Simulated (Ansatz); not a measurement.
**Relaxation of Cu**

These are results of Ansatz 0.2.0, DFT PBE, scalar-relativistic, plane waves, PAW, not measurements. Settings: 420 eV cutoff, 4×4×4 k-mesh, shifted by half a step, Gaussian smearing of 0.10 eV, no spin polarisation.

What was changed: Cu interstitial, charge +0, atoms relaxed at the host's cell.

In a supercell of 33 atoms the defect feels its periodic images, and the cell reads as a metal on the mesh, so a level in the gap can't be told from a carrier in the bands.

Spin polarisation was left out.

Command:

```bash
ansatz run input.yaml --threads 4 --pin off --max-ram 10240MiB --backend cpu --events-out ev --progress --plain --runs-dir out
```

Input:

```yaml
crystal:
  lattice:
    - [1.2840051864, -6.6718866603, -4.1935281574]
    - [-1.2840051864, 6.6718866603, -4.1935281574]
    - [6.4200259322, 2.2239622201, 4.1935281574]
  atoms:
    - { symbol: Cu, position: [0.5416666667, 0.375, 0.1666666667] }
    - { symbol: Cu, position: [0.2916666667, 0.5, 0.0416666667] }
    - { symbol: Cu, position: [0.7916666667, 0.0, 0.0416666667] }
    - { symbol: Cu, position: [0.2916666667, 0.0, 0.5416666667] }
    - { symbol: Cu, position: [0.5416666667, 0.625, 0.4166666667] }
    - { symbol: Cu, position: [0.0416666667, 0.125, 0.4166666667] }
    - { symbol: Cu, position: [0.2916666667, 0.75, 0.2916666667] }
    - { symbol: Cu, position: [0.7916666667, 0.25, 0.2916666667] }
    - { symbol: Cu, position: [0.0416666667, 0.875, 0.1666666667] }
    - { symbol: Cu, position: [0.5416666667, 0.125, 0.9166666667] }
    - { symbol: Cu, position: [0.2916666667, 0.25, 0.7916666667] }
    - { symbol: Cu, position: [0.5416666667, 0.875, 0.6666666667] }
    - { symbol: Cu, position: [0.0416666667, 0.375, 0.6666666667] }
    - { symbol: Cu, position: [0.7916666667, 0.5, 0.5416666667] }
    - { symbol: Cu, position: [0.0416666667, 0.625, 0.9166666667] }
    - { symbol: Cu, position: [0.7916666667, 0.75, 0.7916666667] }
    - { symbol: Cu, position: [0.4583333333, 0.125, 0.3333333333] }
    - { symbol: Cu, position: [0.2083333333, 0.25, 0.2083333333] }
    - { symbol: Cu, position: [0.7083333333, 0.75, 0.2083333333] }
    - { symbol: Cu, position: [0.2083333333, 0.75, 0.7083333333] }
    - { symbol: Cu, position: [0.4583333333, 0.375, 0.5833333333] }
    - { symbol: Cu, position: [0.9583333333, 0.875, 0.5833333333] }
    - { symbol: Cu, position: [0.2083333333, 0.5, 0.4583333333] }
    - { symbol: Cu, position: [0.7083333333, 0.0, 0.4583333333] }
    - { symbol: Cu, position: [0.9583333333, 0.625, 0.3333333333] }
    - { symbol: Cu, position: [0.4583333333, 0.875, 0.0833333333] }
    - { symbol: Cu, position: [0.2083333333, 0.0, 0.9583333333] }
    - { symbol: Cu, position: [0.4583333333, 0.625, 0.8333333333] }
    - { symbol: Cu, position: [0.9583333333, 0.125, 0.8333333333] }
    - { symbol: Cu, position: [0.7083333333, 0.25, 0.7083333333] }
    - { symbol: Cu, position: [0.9583333333, 0.375, 0.0833333333] }
    - { symbol: Cu, position: [0.7083333333, 0.5, 0.9583333333] }
    - { symbol: Cu, position: [0.0, 0.0, 0.0] }
basis:
  ecutwfc: 420
  xc_grid: 2
kpoints:
  mp_grid: { grid: [4, 4, 4], shift: [0.5, 0.5, 0.5] }
hamiltonian:
  xc: pbe
scf:
  occupations: { method: gaussian, width: 0.1 }
output:
  forces: true
  stress: false
  eigenvalues: true
  write_density: true
  write_potential: true
  elf: true
  volumetric_format: npy
relax:
  adjacent_minimum: "off"
  f_tol: 0.025
  max_steps: 45
```

F is the free energy.

Steps:

```csv
step,F − F(1) (eV),largest force component (eV/Å)
1,0.0000,9.580
2,-7.9190,3.423
3,-10.3710,0.303
4,-10.4012,0.076
5,-10.4032,0.008
```

Relaxed structure:

```xyz
33
Lattice="1.2840 -6.6719 -4.1935 -1.2840 6.6719 -4.1935 6.4200 2.2240 4.1935" Properties=species:S:1:pos:R:3 pbc="T T T"
Cu    1.2547   -0.7244   -3.1779
Cu   -0.0351    1.4852   -3.1554
Cu    1.2959   -4.9105   -2.8690
Cu    3.9369   -0.7788    1.1030
Cu    2.5677    1.5223   -3.3085
Cu    2.5121    1.4772    1.0447
Cu    1.3589    3.6518   -3.0905
Cu    2.5316   -2.8959   -3.1031
Cu    0.2671    5.7764   -2.8908
Cu    6.3856   -0.7609    0.8850
Cu    5.1163    1.5117    1.0381
Cu    3.9312    3.6609   -3.2256
Cu    3.7498    3.7656    0.9343
Cu    3.7737   -0.7444   -3.1031
Cu    5.1128    5.9817    1.0447
Cu    4.9006    1.3330   -2.8690
Cu    2.4888   -1.4369   -0.9679
Cu    1.5194    0.8910   -1.3245
Cu    1.3037    0.7122   -5.2317
Cu    3.8885    5.1199   -1.0904
Cu    3.8523    0.7017   -0.8850
Cu    3.9079    0.7468   -5.2382
Cu    2.6463    2.9684   -1.0904
Cu    3.7671   -3.6692   -1.1030
Cu    2.6702   -1.5416   -5.1278
Cu    0.0345    2.9849   -5.0786
Cu    6.4081    0.4626    2.8690
Cu    5.1654    2.9483   -1.0156
Cu    6.1530   -3.5524   -1.3028
Cu    5.0611   -1.4278   -1.1030
Cu    1.3072   -3.7577   -5.2382
Cu    6.4551    0.7388   -1.0381
Cu    0.0000    0.0000    0.0000
```

The run converged. Time: 8.1 min on 4 threads of Intel(R) Xeon(R) Platinum 8375C CPU @ 2.90GHz (Ice Lake) (shared host), peak memory 4.2 GiB.